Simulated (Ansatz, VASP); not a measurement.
# GaN in VASP and in Ansatz

Contents of INCAR:

```
SYSTEM = GaN
ALGO = Normal
EDIFF = 1E-6
ENCUT = 520
ISIF = 2
ISMEAR = -1
LASPH = .True.
LCHARG = .False.
LREAL = .False.
LWAVE = .False.
NBANDS = 16
NELM = 60
PREC = Accurate
SIGMA = 0.05
```

Contents of KPOINTS:

```
k-points
0
Gamma
  11 11 11
  0 0 0
```

Contents of POSCAR:

```
GaN
1.0
    0.0000000000      2.0916465448      2.0916465448
    2.0916465448      0.0000000000      2.0916465448
    2.0916465448      2.0916465448      0.0000000000
Ga N
1 1
Direct
    0.0000000000      0.0000000000      0.0000000000
    0.5000000000      0.5000000000      0.5000000000
```

input.yaml

```yaml
crystal:
  lattice:
    - [0.0, 2.0916465448, 2.0916465448]
    - [2.0916465448, 0.0, 2.0916465448]
    - [2.0916465448, 2.0916465448, 0.0]
  atoms:
    - { symbol: Ga, position: [0.0, 0.0, 0.0] }
    - { symbol: "N", position: [0.5, 0.5, 0.5] }
kpoints:
  mp_grid: { grid: [11, 11, 11] }
scf:
  occupations: { method: fermi_dirac, width: 0.05 }
hamiltonian:
  xc: lda
  pseudopotentials: { kind: all_electron, lapw: { basis_error: 0.001 } }
output:
  forces: true
  stress: true
  eigenvalues: true
```

Change from the starting cell: volume scaled by 0.94.

Alike in both runs: task single point; functional LDA; k mesh 11 × 11 × 11; occupations fermi-dirac, width 0.05 eV; no spin polarisation.

```csv
,VASP,Ansatz
version,VASP 6.6.1,Ansatz 0.2.0
potentials or method,"VASP PAW LDA potentials, release 64 (Ga_d, N)","all-electron LAPW, scalar-relativistic"
plane-wave cutoff (eV),520,see its input
```

```csv
,VASP,Ansatz,Ansatz less VASP
gap on the k mesh at the Fermi level (eV),0.75,0.72,-0.027
least direct gap on the mesh (eV),3.23,3.20,-0.026
pressure (GPa),1.0,-0.2,-1.16
```

Ansatz ran all-electron here, so the differences hold the error of VASP's frozen core and of both bases.

Caveats: an odd mesh through Γ misses points on the zone boundary, where band edges often lie.
